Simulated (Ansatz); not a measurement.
# 2H-CrOS monolayer in a perpendicular field, part 2 of 4

Wanted: the out-of-plane response of the 2H-CrOS monolayer. A positive field points along +c.

Ansatz 0.2.0; plane-wave DFT, PBE-D3(BJ), Ansatz PAW (the session's first sound run).

So far. Step 2 (Relaxing the slab): The lattice constant a goes from 2.842 to 2.813 Å.

## 3. Single point, field 0

A sawtooth potential applies the field, turning back in the middle of the vacuum. With the dipole correction the typed value is the field outside the slab. The induced dipole is small, so the SCF threshold is tight.

The cell differs from the one that the last finished run ended in (c 36.360 → 20.628 Å).

File input.yaml:

```yaml
crystal:
  lattice:
    - [2.8127745428, 0.0, 0.0]
    - [-1.4063872714, 2.4359342092, 0.0]
    - [0.0, 0.0, 20.6277875796]
  atoms:
    - { symbol: S, position: [0.3333333333, 0.6666666667, 0.4363046674] }
    - { symbol: Cr, position: [0.0, 0.0, 0.5118850613] }
    - { symbol: O, position: [0.3333333333, 0.6666666667, 0.5636953326] }
kpoints:
  mp_grid: { grid: [18, 18, 1] }
  band_path:
    path: [[0, 0, 0], [0.5, 0, 0], [0.33333333, 0.33333333, 0], [0, 0, 0]]
    npoints: 16
hamiltonian:
  xc: pbe
  dispersion: d3bj
scf:
  occupations: { method: fermi_dirac, width: 0.05 }
  convergence: { dr2_threshold: 1.0e-10 }
efield:
  axis: 3
  dipole_correction: true
  ramp_position: 0.97
  ramp_width: 0.06
  amplitude: 0
output:
  dos: { projected: true, e_range: [-6, 5] }
  bader: true
  write_potential: true
  write_density: true
  volumetric_format: npy
  elf: true
```

Launch:

```bash
$ ansatz run input.yaml --threads 2 --pin off --max-ram 3072MiB --backend cpu --events-out ev --progress --plain --runs-dir out
```

Numbers of over 12 decimals in the logs are rounded to 6 here.

The program printed:

```text
[...]
Crystal: 3 atoms, lattice volume = 141.336 Å³
Basis set: ecut = 420 eV, 2805 PW (Γ)
Bands: 17, of which v1, the nominal top of the filled ones, is band 13 counted from 1 (12 counted from 0)
Symmetry: 6 space group operations
[...]
k-points: 37 of 324 (time reversal used)
[...]
SCF iter   1: F=—  HF=-4848.656065 eV  |F-HF|=—  |Δ(HF+E_count)|=         —  Δρ=8.99e-3  dr2=2.39e-1  ethr=1.77e-3  p=-0.102 e·Å  D=-1.31e-1 V/Å  ΔV_dip=2.70 eV  dr2_dipole=3.14e-2  V_vac-E_F(+/−)=6.98/4.28 eV  ⟨swp⟩=10.4  Hψ=4752  notcnv=0
efield: sawtooth ramp at fractional position 0.9700 (set: `efield.ramp_position`, or a place that a band, a saddle search or an elastic batch's reference lends), width 0.0600; the density the first Hamiltonian is built on has a dipole p = -0.102 e·Å; the dipole correction subtracts the counter field D = -1.31e-1 V/Å, which shifts the + side's vacuum level by +2.70 eV against the − side's; the planar-averaged density in the ramp window peaks in size at 1.2e-5 e/Å³
[...]
SCF iter   2: F=—  HF=-4849.757848 eV  |F-HF|=—  |Δ(HF+E_count)|=    1.10e0  Δρ=4.59e-2  dr2=1.28e1  ethr=9.18e-4  p=0.041 e·Å  D=5.23e-2 V/Å  ΔV_dip=-1.08 eV  dr2_dipole=2.10e0  V_vac-E_F(+/−)=5.94/7.02 eV  ⟨swp⟩=4.4  Hψ=1910  notcnv=0  recentre
[...]
SCF iter  14: F=-4848.630992 eV  HF=-4848.630992 eV  |F-HF|=2.91e-11  |Δ(HF+E_count)|=  3.55e-11  Δρ=9.80e-8  dr2=4.40e-11  ethr=1.00e-12  p=-0.094 e·Å  D=-1.20e-1 V/Å  ΔV_dip=2.47 eV  dr2_dipole=6.22e-12  V_vac-E_F(+/−)=6.94/4.47 eV  ⟨swp⟩=2.8  Hψ=2218  notcnv=0
SCF 1 converged in 14 iterations: F = -4848.630992 eV  dr2 = 4.40e-11
[...]
NSCF: frozen V_eff on 49 k-points
efield: sawtooth ramp at fractional position 0.9700 (kept from the solve that this one continues, or follows in the run), width 0.0600; the density the first Hamiltonian is built on has a dipole p = -0.094 e·Å; the dipole correction subtracts the counter field D = -1.20e-1 V/Å, which shifts the + side's vacuum level by +2.47 eV against the − side's; the planar-averaged density in the ramp window peaks in size at 7.4e-6 e/Å³
[...]
SCF converged after 14 iterations
Free energy (F): -4848.630992 eV
[...]
Internal energy: -4848.629908 eV  (E = F + TS)
E sigma→0 (E₀):  -4848.630450 eV
Entropy (-TS):   -0.001084 eV (-0.361 meV/atom)
Fermi energy:    -1.281647 eV
Dipole field:    D = -0.119965 V/Å  (p = -0.093701 e·Å, saw-weighted, corrected)
Work function:   Φ+ = 6.9434 eV   Φ− = 4.4688 eV
Levels:          The Fermi level and band energies are counted from a zero that moves with the ramp; work functions are not
[...]
--- Band table (eV; the first three rows and the last of 37) ---
  k-point 0: bands = [... 9 lower, -4.9266, -3.1781, -3.1781, -1.4012, 0.1610, 0.1610, 1.3373, 1.3373]
  k-point 1: bands = [... 9 lower, -4.8663, -3.2744, -3.2249, -1.4425, 0.1347, 0.1822, 1.1112, 1.2921]
  k-point 2: bands = [... 9 lower, -4.7580, -3.5659, -3.3427, -1.5830, 0.0763, 0.2104, 0.6180, 1.1962]
  k-point 36: bands = [... 9 lower, -6.1229, -5.5278, -4.1175, -2.4311, -1.1353, 0.1319, 0.4121, 1.2972]
--- Bader charges: 3 sites ---
  site symbol  charge [e]  shift [e]
     0      S     -0.5010     0.0017
     1     Cr      1.3997     0.0003
     2      O     -0.8987     0.0014
  estimated error of the sums over rays = 7.4e-4 e
```

Elapsed: 18 s, on 2 threads of Arm Neoverse V2, shared host; peak memory 0.46 GiB.

Reading the cycles: dr2 is the Hartree energy of the density residual (eV), the measure of convergence; HF is the Harris–Foulkes estimate of the energy, which meets the free energy F at convergence.

This step gave:

| Quantity | Value |
| --- | --- |
| energy at zero smearing | -4848.6304 eV |
| dipole along the normal | -0.09370 e·Å |
| gap along the path | 0.2659 eV |
| smallest direct gap along the path | 1.296 eV |
| step between the vacuum levels | 2.475 eV |
| ionisation energy, upper face | 7.063 eV |
| electron affinity, upper face | 6.797 eV |
| ionisation energy, lower face | 4.588 eV |
| gap, the smaller of path and mesh | 0.2659 eV |

Running mean over a fixed 2.7 Å (it still follows the layers) of the planar mean; the ramp of the sawtooth is left out. The electron's electrostatic potential energy less the Fermi level by z:

z (Å), electron's electrostatic potential energy less the Fermi level (eV) and a bar from the least value:
```
      3.0        4.5 ##########################
      3.5        4.5 ##########################
      4.0        4.5 ##########################
      4.5        4.5 ##########################
      5.0        4.5 ##########################
      5.5        4.5 ##########################
      6.0        4.4 ##########################
      6.5        4.3 ##########################
      7.0        3.4 ########################
      7.5        1.0 ####################
      8.0       -2.1 ###############
      8.5       -4.5 ############
      9.0       -7.3 #######
      9.5      -10.4 ##
     10.0      -11.6 
     10.5      -10.8 #
     11.0       -8.7 #####
     11.5       -5.9 #########
     12.0       -2.1 ###############
     12.5        1.6 #####################
     13.0        4.6 ##########################
     13.5        6.5 #############################
     14.0        6.9 ##############################
     14.5        6.9 ##############################
     15.0        6.9 ##############################
     15.5        6.9 ##############################
     16.0        6.9 ##############################
     16.5        6.9 ##############################
     17.0        6.9 ##############################
     17.5        6.9 ##############################
```

The density of states has structure finer than the step of the table below, so its rows give means over 0.2 eV, whole bins alone (the curve runs from -6 to 2.13 eV). Peaks (eV: height): -4.43: 14.6, -2.94: 13.7, -2.80: 11.0, -2.72: 7.11, -1.23: 12.5, 0.62: 13.7, 0.84: 7.01.

The density of states by energy, zero at the Fermi level of the run, which the smearing sets inside the gap; means over each step:

| energy (eV) | density of states (states/eV a cell) |
| --- | --- |
| -5.8 | 1.52 |
| -5.6 | 2.10 |
| -5.4 | 1.29 |
| -5.2 | 3.46 |
| -5.0 | 3.56 |
| -4.8 | 1.47 |
| -4.6 | 1.56 |
| -4.4 | 7.83 |
| -4.2 | 2.26 |
| -4.0 | 0.943 |
| -3.8 | 0.861 |
| -3.6 | 1.30 |
| -3.4 | 1.43 |
| -3.2 | 0.687 |
| -3.0 | 4.07 |
| -2.8 | 4.41 |
| -2.6 | 1.85 |
| -2.4 | 2.45 |
| -2.2 | 1.87 |
| -2.0 | 0.723 |
| -1.8 | 0.0123 |
| -1.6 | 0 |
| -1.4 | 0.277 |
| -1.2 | 6.61 |
| -1.0 | 1.07 |
| -0.8 | 0.602 |
| -0.6 | 0.493 |
| -0.4 | 0.459 |
| -0.2 | 0.424 |
| 0.0 | 0 |
| 0.2 | 0.679 |
| 0.4 | 1.56 |
| 0.6 | 5.01 |
| 0.8 | 4.49 |
| 1.0 | 3.15 |
| 1.2 | 2.32 |
| 1.4 | 2.71 |
| 1.6 | 2.77 |
| 1.8 | 3.99 |
| 2.0 | 1.90 |

Projected DOS per atom over height of the atomic layer and energy from the Fermi level. Layers: S Cr O from below.

Values in states/eV, 22 rows by 3 columns, each cell a mean:
```
0.45 1.28 0.42
0.29 2.08 0.92
0.42 1.47 0.52
0.77 2.77 0.30
0.54 2.57 0.23
0.04 0.38 0.01
0.00 0.20 0.15
0.01 0.30 0.19
0.11 1.29 0.44
0.17 1.88 0.54
0.01 0.03 0.00
0.43 0.72 0.09
0.92 0.88 0.23
2.16 1.18 1.47
0.48 0.22 0.23
0.63 0.35 0.42
0.34 0.19 0.41
0.57 1.47 3.14
0.45 0.40 0.65
1.11 0.90 1.55
0.43 0.48 0.77
0.39 0.53 0.89
```
Columns: height of the atomic layer (Å) from 9 to 11.6 (not evenly spaced); rows upwards: energy from the Fermi level (eV) from -5.96 to 2.14.

The electronic bands at the labelled points (eV, zero at the Fermi level of the run, which the smearing sets inside the gap):

| point | band 10 | band 11 | band 12 | band 13 | band 14 | band 15 | band 16 | band 17 |
| --- | --- | --- | --- | --- | --- | --- | --- | --- |
| Γ | -3.65 | -1.90 | -1.90 | -0.12 | 1.44 | 1.44 | 2.62 | 2.62 |
| halfway | -4.22 | -2.95 | -2.31 | -1.03 | 0.77 | 1.19 | 1.68 | 2.49 |
| M | -4.49 | -2.96 | -2.09 | -1.21 | 0.63 | 0.67 | 2.18 | 2.69 |
| halfway | -4.38 | -3.78 | -2.83 | -1.09 | 0.36 | 1.12 | 1.95 | 2.36 |
| K | -4.84 | -4.25 | -2.84 | -1.15 | 0.15 | 1.41 | 1.69 | 2.58 |
| halfway | -4.09 | -3.15 | -2.68 | -1.08 | 0.62 | 1.04 | 1.55 | 2.43 |
| Γ | -3.65 | -1.90 | -1.90 | -0.12 | 1.44 | 1.44 | 2.62 | 2.62 |

Valence density in the ca plane at fractional y = 0.667, with atoms of S and O within 0.2 Å of it. It is the smooth field of the valence electrons, not physical close to the nuclei.

Ten steps, logarithmic in the rise over the least value, from '0' (0.0 e/Å³) to '9' (6.3 e/Å³), each cell a mean:
```
00000000000000000123344455432100000000000000
00000000000000000123333455432100000000000000
00000000000000000234554444444210000000000000
00000000000000001356665444677520000000000000
00000000000000001356456435899731000000000000
00000000000000001456456435899731000000000000
00000000000000001356665434787520000000000000
00000000000000001235554444454310000000000000
```
Columns run along c (16.0 Å, from fractional 0.09 to 0.86 of the cell), rows up along a (2.8 Å). Atoms in or near the plane, at fractional coordinates: S at (0.44, 0.33), O at (0.56, 0.33).

ELF in the ca plane at fractional y = 0.667, with atoms of S and O within 0.2 Å of it. It is the smooth field of the valence electrons, not physical close to the nuclei.

Ten even steps from '0' (0.00) to '9' (0.95), each cell a mean:
```
00000000000001233421221110000000000000000000
00000000000000123321221110000000000000000000
00000000000025677762112554210000000000000000
00000000001368987785126888631000000000000000
00000000002589982275247569852000000000000000
00000000002589971275247569852000000000000000
00000000001379986785137888631000000000000000
00000000000135788873113665310000000000000000
```
Columns run along c (16.0 Å, from fractional 0.15 to 0.93 of the cell), rows up along a (2.8 Å). Atoms in or near the plane, at fractional coordinates: S at (0.44, 0.33), O at (0.56, 0.33).

Electrostatic potential energy in the ca plane at fractional y = 0.667, with atoms of S and O within 0.2 Å of it. With pseudopotentials it is smooth inside the atoms' cores, unlike the true potential.

Ten even steps from '0' (-38 eV) to '9' (5 eV), each cell a mean:
```
99999999999999988876446899999999999999999999
99999999999999988876446899999999999999999999
99999999999999875677667889999999999999999999
99999999999998720147776337999999999999999999
99999999999998501016872004999999999999999999
99999999999998401016872003999999999999999999
99999999999998620037775227999999999999999999
99999999999999865577667789999999999999999999
```
Columns run along c (16.0 Å, from fractional 0.15 to 0.93 of the cell; values clipped at the 3rd and 97th percentile), rows up along a (2.8 Å). Atoms in or near the plane, at fractional coordinates: S at (0.44, 0.33), O at (0.56, 0.33).

The gap is 0.27 eV, with the valence edge 7.06 eV and the conduction edge 6.80 eV under the upper vacuum level.

## 4. Atoms held, field 0.1 V/Å

Edit input.yaml of step 3 so:

```diff
@@ -25,6 +25,4 @@
   ramp_width: 0.06
-  amplitude: 0
+  amplitude: 0.1
 output:
-  dos: { projected: true, e_range: [-6, 5] }
-  bader: true
   write_potential: true
@@ -32,2 +30 @@
   volumetric_format: npy
-  elf: true
```

The program printed:

```text
[...]
Crystal: 3 atoms, lattice volume = 141.336 Å³
Basis set: ecut = 420 eV, 2805 PW (Γ)
Bands: 17, of which v1, the nominal top of the filled ones, is band 13 counted from 1 (12 counted from 0)
Symmetry: 6 space group operations
[...]
k-points: 37 of 324 (time reversal used)
[...]
--- Band table (eV; the first three rows and the last of 37) ---
  k-point 0: bands = [... 9 lower, -4.9535, -3.2003, -3.2003, -1.4158, 0.1427, 0.1427, 1.3106, 1.3106]
  k-point 1: bands = [... 9 lower, -4.8928, -3.2970, -3.2472, -1.4574, 0.1165, 0.1638, 1.0843, 1.2655]
  k-point 2: bands = [... 9 lower, -4.7833, -3.5900, -3.3653, -1.5985, 0.0576, 0.1917, 0.5923, 1.1699]
  k-point 36: bands = [... 9 lower, -6.1440, -5.5411, -4.1378, -2.4532, -1.1572, 0.1075, 0.3915, 1.2726]
[key lines of the parts left out:]
SCF converged after 16 iterations
Free energy (F): -4848.622424 eV
Fermi energy:    -1.300140 eV
Dipole field:    D = -0.099414 V/Å  (p = -0.077650 e·Å, saw-weighted, corrected)
```

It took 10 s on 2 threads; peak memory 0.42 GiB.

The dipole is -0.0776 e·Å, 0.0161 e·Å from its value without field, and the gap 0.259 eV.

## 5. Single point, field -0.1 V/Å

Edit input.yaml of step 4 so:

```diff
@@ -25,3 +25,3 @@
   ramp_width: 0.06
-  amplitude: 0.1
+  amplitude: -0.1
 output:
```

The program printed:

```text
[...]
Crystal: 3 atoms, lattice volume = 141.336 Å³
Basis set: ecut = 420 eV, 2805 PW (Γ)
Bands: 17, of which v1, the nominal top of the filled ones, is band 13 counted from 1 (12 counted from 0)
Symmetry: 6 space group operations
[...]
k-points: 37 of 324 (time reversal used)
[...]
--- Band table (eV; the first three rows and the last of 37) ---
  k-point 0: bands = [... 9 lower, -4.9003, -3.1565, -3.1565, -1.3872, 0.1788, 0.1788, 1.3634, 1.3634]
  k-point 1: bands = [... 9 lower, -4.8404, -3.2524, -3.2031, -1.4283, 0.1522, 0.2000, 1.1374, 1.3182]
  k-point 2: bands = [... 9 lower, -4.7334, -3.5424, -3.3206, -1.5681, 0.0944, 0.2284, 0.6431, 1.2220]
  k-point 36: bands = [... 9 lower, -6.1025, -5.5151, -4.0977, -2.4096, -1.1139, 0.1558, 0.4322, 1.3214]
[key lines of the parts left out:]
SCF converged after 16 iterations
Free energy (F): -4848.641164 eV
Fermi energy:    -1.263758 eV
Dipole field:    D = -0.140499 V/Å  (p = -0.109740 e·Å, saw-weighted, corrected)
```

Run time: 10 s. Hardware: 2 threads; peak memory 0.42 GiB.

The dipole is -0.110 e·Å, -0.0160 e·Å from its value without field, and the gap 0.273 eV.

## 6. Single point, field 0.5 V/Å

Edit input.yaml of step 5 so:

```diff
@@ -25,3 +25,3 @@
   ramp_width: 0.06
-  amplitude: -0.1
+  amplitude: 0.5
 output:
```

The program printed:

```text
[...]
Crystal: 3 atoms, lattice volume = 141.336 Å³
Basis set: ecut = 420 eV, 2805 PW (Γ)
Bands: 17, of which v1, the nominal top of the filled ones, is band 13 counted from 1 (12 counted from 0)
Symmetry: 6 space group operations
[...]
k-points: 37 of 324 (time reversal used)
[...]
--- Band table (eV; the first three rows and the last of 37) ---
  k-point 0: bands = [... 9 lower, -5.0673, -3.2952, -3.2952, -1.4809, 0.0631, 0.0631, 1.1695, 1.1981]
  k-point 1: bands = [... 9 lower, -5.0048, -3.3935, -3.3425, -1.5233, 0.0375, 0.0842, 0.9661, 1.1531]
  k-point 2: bands = [... 9 lower, -4.8905, -3.6921, -3.4620, -1.6667, -0.0243, 0.1110, 0.4821, 1.0589]
  k-point 36: bands = [... 9 lower, -6.2356, -5.6002, -4.2238, -2.5477, -1.2508, 0.0039, 0.3029, 1.1679]
[key lines of the parts left out:]
SCF converged after 16 iterations
Free energy (F): -4848.604245 eV
Fermi energy:    -1.380359 eV
Dipole field:    D = -0.016845 V/Å  (p = -0.013157 e·Å, saw-weighted, corrected)
```

Wall time 10 s (2 threads); peak memory 0.42 GiB.

The dipole is -0.0132 e·Å, 0.0805 e·Å from its value without field, and the gap 0.230 eV.

## 7. Single point, field -0.3 V/Å

Edit input.yaml of step 6 so:

```diff
@@ -25,4 +25,6 @@
   ramp_width: 0.06
-  amplitude: 0.5
+  amplitude: -0.3
 output:
+  dos: { projected: true, e_range: [-6, 5] }
+  bader: true
   write_potential: true
@@ -30 +32,2 @@
   volumetric_format: npy
+  elf: true
```

The program printed:

```text
[...]
Crystal: 3 atoms, lattice volume = 141.336 Å³
Basis set: ecut = 420 eV, 2805 PW (Γ)
Bands: 17, of which v1, the nominal top of the filled ones, is band 13 counted from 1 (12 counted from 0)
Symmetry: 6 space group operations
[...]
k-points: 37 of 324 (time reversal used)
[...]
k-point 2: bands = [... 9 lower, -4.6858, -3.4971, -3.2781, -1.5401, 0.1285, 0.2628, 0.6916, 1.2719]
  k-point 36: bands = [... 9 lower, -6.0639, -5.4913, -4.0595, -2.3682, -1.0729, 0.2017, 0.4705, 1.3680]
--- Bader charges: 3 sites ---
  site symbol  charge [e]  shift [e]
     0      S     -0.4899     0.0017
     1     Cr      1.3984     0.0003
     2      O     -0.9084     0.0014
  estimated error of the sums over rays = 7.2e-4 e
[key lines of the parts left out:]
SCF converged after 16 iterations
Free energy (F): -4848.666315 eV
Fermi energy:    -1.229744 eV
Dipole field:    D = -0.181497 V/Å  (p = -0.141762 e·Å, saw-weighted, corrected)
```

Wall time 19 s (2 threads); peak memory 0.43 GiB; 38 s of CPU time.

The dipole is -0.142 e·Å, -0.0481 e·Å from its value without field, and the gap 0.288 eV.

## 8. Response, atoms held

This step: plane-wave DFT, PBE-D3(BJ), Ansatz PAW; response to a field along the normal, atoms held (Ansatz 0.2.0).

The dipoles give the slope, and the difference of two potentials shows where the field is screened.

Numbers from this step:

| Property | Result |
| --- | --- |
| equivalent conductor thickness p/(ε₀AE) | 4.237 Å |
| distance between the outer atoms | 2.628 Å |

Table of dipole of the cell by applied field:

| applied field (V/Å) | dipole of the cell (e·Å) |
| --- | --- |
| -0.300 | -0.142 |
| -0.100 | -0.110 |
| 0.000 | -0.0937 |
| 0.100 | -0.0776 |
| 0.500 | -0.0132 |

Local field over the applied field, running mean. From the potentials at -0.1 and 0.1 V/Å; running mean over 2.5 Å. Table of local field over applied field by z:

| z (Å) | local field over applied field |
| --- | --- |
| 4.01 | 1.000 |
| 4.30 | 0.999 |
| 4.73 | 0.998 |
| 5.01 | 0.997 |
| 5.44 | 0.991 |
| 5.73 | 0.983 |
| 6.02 | 0.968 |
| 6.45 | 0.924 |
| 6.73 | 0.873 |
| 7.02 | 0.800 |
| 7.45 | 0.662 |
| 7.74 | 0.563 |
| 8.17 | 0.406 |
| 8.45 | 0.302 |
| 8.74 | 0.212 |
| 9.17 | 0.116 |
| 9.45 | 0.0767 |
| 9.74 | 0.0538 |
| 10.17 | 0.0459 |
| 10.46 | 0.0614 |
| 10.89 | 0.119 |
| 11.17 | 0.183 |
| 11.46 | 0.260 |
| 11.89 | 0.398 |
| 12.18 | 0.502 |
| 12.46 | 0.607 |
| 12.89 | 0.751 |
| 13.18 | 0.834 |
| 13.61 | 0.927 |
| 13.90 | 0.961 |
| 14.18 | 0.980 |
| 14.61 | 0.993 |
| 14.90 | 0.997 |
| 15.18 | 0.998 |
| 15.61 | 0.999 |
| 15.90 | 1.000 |
| 16.33 | 1.000 |
| 16.62 | 1.000 |

Electrons, planar mean, per unit field. Induced electron density against z:

z (Å), induced electron density (e/Å³ per V/Å) and a bar from the least value:
```
     4.01    0.00000 ###############
     4.44    0.00000 ###############
     4.87    0.00001 ###############
     5.30    0.00003 ###############
     5.73    0.00007 ################
     6.16    0.00020 ################
     6.59    0.00049 #################
     7.02    0.00115 ####################
     7.45    0.00239 #########################
     7.88    0.00369 ##############################
     8.31    0.00282 ###########################
     8.74    0.00080 ###################
     9.17    0.00140 #####################
     9.60   -0.00020 ###############
    10.03   -0.00118 ###########
    10.60    0.00084 ###################
    11.03   -0.00067 #############
    11.46   -0.00209 #######
    11.89   -0.00246 ######
    12.32   -0.00389 
    12.75   -0.00217 #######
    13.18   -0.00087 ############
    13.61   -0.00031 ##############
    14.04   -0.00011 ###############
    14.47   -0.00004 ###############
    14.90   -0.00001 ###############
    15.33    0.00000 ###############
    15.76    0.00000 ###############
    16.19    0.00000 ###############
    16.62    0.00000 ###############
```

The smaller of the gaps on the path and on the k-mesh, counted as 0 under 0.03 eV. The gap by applied field:

| applied field (V/Å) | gap (eV) |
| --- | --- |
| -0.300 | 0.288 |
| -0.100 | 0.273 |
| 0.000 | 0.266 |
| 0.100 | 0.259 |
| 0.500 | 0.230 |

By hand: between -0.1 and 0.1 V/Å the dipole changes by 0.03209 e·Å, a slope of 0.1605 e·Å²/V. A perfect conductor of thickness t has p = ε₀AEt, so t = 180.95 × 0.1605 / 6.852 = 4.24 Å (e/ε₀ = 180.95 V·Å, A in Å²).

The induced dipole is that of a conductor 4.24 Å thick.

[end of part 2 of 4]

[Logs are printed without paths, hosts, clocks, repeated set-up lines and the standing remarks that a program may print on its own settings, such as how far it seeks lower states.]

[Hosts, paths, dates, database ids (printed as entryN), source tags and the programs' standing remarks are cut or masked in the printed files.]

[Maps of the electrostatic potential energy from Ansatz leave out the sawtooth potential of an applied field or a dipole correction, so their vacuum need not be flat; planar profiles and work functions include it.]

[The density of states shown here was stored with 400 of the rows of the run's finer table, so its peaks can read low, often by over a quarter, or be missed, and its means over a window can be off by a tenth or more.]
